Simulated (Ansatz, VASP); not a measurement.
## CdS: VASP beside Ansatz

```
CELL_PARAMETERS angstrom
2.50508 0.00000 0.00000
-1.25254 2.16946 0.00000
0.00000 0.00000 9.09035
ATOMIC_POSITIONS crystal
Cd 0.33333 0.66667 0.05903
Cd 0.66667 0.33333 0.55903
S 0.33333 0.66667 0.31697
S 0.66667 0.33333 0.81697
```

Alike in both runs: functional PBE; k mesh 10 × 10 × 6; occupations fermi-dirac, width 0.08 eV; no spin polarisation.

Ansatz relaxed the structure, and its values are those at the end. VASP's run is a single point on that final structure, the one shown.

```csv
,VASP,Ansatz
version,VASP 6.6.1,Ansatz 0.2.0
potentials or method,"VASP PAW PBE potentials, release 64 (Cd, S)","PAW with Ansatz's default frozen-core files, scalar-relativistic"
plane-wave cutoff (eV),520,420
valence electrons in the cell,36,52
```

|  | VASP | Ansatz | Ansatz less VASP |
| --- | --- | --- | --- |
| rms of the force components (eV/Å) | 0.007 | 0.000 | -0.0064 |

The functional is the same, so the differences come from potentials, cutoffs and numerics. The two sets of potentials don't hold the same shells in valence.
